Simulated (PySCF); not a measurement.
**Electric properties by functional and basis**

Compound: propanal, C3H6O.
Structure used (PBE0-D3(BJ)/def2-SVP), in Å, numbered top down from 1:
```xyz
10
C3H6O angstrom
C     -1.0634    0.4704   -0.0996
C      0.0463   -0.5584   -0.1720
C      1.3777   -0.0584    0.3123
O      1.5880    1.0576    0.7053
H     -2.0120    0.0585   -0.4723
H     -0.8135    1.3595   -0.6961
H     -1.2168    0.8098    0.9350
H     -0.1882   -1.4683    0.4116
H      0.2031   -0.9286   -1.2029
H      2.2034   -0.8189    0.2831
```

PySCF, dipoles from the SCF density, polarisabilities from static response with core orbitals frozen. Geometry: PBE0-D3(BJ)/def2-SVP, one conformer, isolated molecule.

Reference polarisability: 6.350 Å³ (measured, gas; NIST CCCBDB Release 22 (SRD 101), experimental polarizabilities). The anisotropy is √(½[(α1 − α2)² + (α2 − α3)² + (α3 − α1)²]).

| level | μ (D) | α (Å³) | error (%) | anisotropy (Å³) |
| --- | --- | --- | --- | --- |
| LDA/def2-SVPD | 2.778 | 6.52 | +2.7 | 1.92 |
| PBE/def2-SVPD | 2.681 | 6.43 | +1.3 | 1.90 |
| B3LYP/def2-SVPD | 2.800 | 6.22 | -2.1 | 1.73 |
| PBE0/def2-SVPD | 2.803 | 6.14 | -3.2 | 1.71 |
| BHandHLYP/def2-SVPD | 2.942 | 5.97 | -6.1 | 1.57 |
| CAM-B3LYP/def2-SVPD | 2.868 | 6.12 | -3.6 | 1.64 |
| HF/def2-SVPD | 3.128 | 5.73 | -9.7 | 1.41 |

For the polarisability, the smallest error is 1.3% (PBE/def2-SVPD) and the largest 9.7% (HF/def2-SVPD). The dipole runs from 2.68 D (PBE/def2-SVPD) to 3.13 D (HF/def2-SVPD). In one basis (def2-SVPD) the functionals order the polarisability from HF (lowest) to LDA (highest), a spread of 14%. Measured values can belong to vibrating molecules and may average over conformers; the computed ones are for one fixed geometry.
